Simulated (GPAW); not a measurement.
ZrS:

```
Zr S
1.0
     0.00000    2.62500    2.62500
     2.62500    0.00000    2.62500
     2.62500    2.62500    0.00000
Zr S
1 1
Direct
  0.00000 0.00000 0.00000
  0.50000 0.50000 0.50000
```

```yaml
Program: GPAW 26.7.0
Task: relaxation of cell and atoms
Functional: PBEsol
Dispersion: D3(BJ)
Potentials_or_basis: PAW data sets generated in the run's folder for this functional
Cutoff: 600 eV
Basis: pw
k_mesh: 9 × 9 × 9
Occupations: fermi-dirac, width 0.05 eV
Spin: no spin polarisation
```

At the start: pressure -11.4 GPa; volume 18.09 Å³/atom.

How do energy, volume and symmetry change on relaxing?

Over 4 steps the energy falls by 55.9 meV/atom and the volume is 16.62 Å³/atom (-8.1 %); space group Fm-3m (No. 225, to 0.05 Å).

Step by step:
```csv
step,energy change (eV),largest force (eV/Å),pressure (GPa),volume (Å³)
1,0.0000,0.0000,-11.39,36.18
2,-0.0599,0.0000,-8.20,35.19
3,-0.1109,0.0000,1.09,33.00
4,-0.1118,0.0000,-0.08,33.24
```

Final structure:
```cif
data_structure
_symmetry_space_group_name_H-M 'P 1'
_symmetry_Int_Tables_number 1
_cell_length_a 3.6090
_cell_length_b 3.6090
_cell_length_c 3.6090
_cell_angle_alpha 60.000
_cell_angle_beta 60.000
_cell_angle_gamma 60.000
_cell_volume 33.24
loop_
_atom_site_label
_atom_site_type_symbol
_atom_site_fract_x
_atom_site_fract_y
_atom_site_fract_z
_atom_site_occupancy
Zr1 Zr 0.00000 0.00000 0.00000 1
S1 S 0.50000 0.50000 0.50000 1
```

Caveat: later steps reuse the first step's grids; pairwise dispersion overbinds metals, which lowers pressure and volume.
